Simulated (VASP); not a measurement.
Wanted: the native input for a VASP 6.6.1 run.

```yaml
Task: single point
Functional: r2SCAN
Potentials_or_basis: VASP PAW PBE potentials, release 64 (Ge_d)
Cutoff: 520 eV
k_mesh: 10 × 10 × 6
Occupations: fermi-dirac, width 0.05 eV
Spin: no spin polarisation
Further_INCAR_settings: ALGO = Normal; EDIFF = 1e-07; NBANDS = 21
```

The structure of Ge lies in POSCAR:

```
Ge
1.0
    1.4880529250     -2.5946896100      0.0000000000
    1.4880529250      2.5946896100      0.0000000000
    0.0000000000      0.0000000000      4.7275957900
Ge
2
Direct
    0.3334466300      0.6665533700      0.2500000000
    0.6665533700      0.3334466300      0.7500000000
```

This isn't the form of Ge at room conditions, which is diamond.

One way to write it, as run:

INCAR

```
ALGO = Normal
EDIFF = 1E-7
ENCUT = 520
ISIF = 2
ISMEAR = -1
LASPH = T
LCHARG = T
LELF = T
LMIXTAU = T
LREAL = F
LVHAR = T
LWAVE = F
METAGGA = R2SCAN
NBANDS = 21
NELM = 100
PREC = Accurate
SIGMA = 0.05
```

KPOINTS

```
k-points
0
Gamma
  10 10 6
```

Potentials or basis: VASP PAW PBE potentials, release 64 (Ge_d).

The run is started by

```bash
$ cat potpaw_PBE.64/Ge_d/POTCAR > POTCAR
$ mpirun -np 1 vasp_std > vasp.out
```

Results of the run:

The pressure is 1.9 GPa and the band gap on the k mesh is none (metal or under the smearing width).

Caveat: the PAW data sets were made with another functional, which shifts forces and pressure a little.

Wall time 4.5 min on 1 thread of Intel(R) Xeon(R) Platinum 8259CL CPU @ 2.50GHz (Skylake/Cascade Lake) (shared host), peak memory 0.21 GiB.
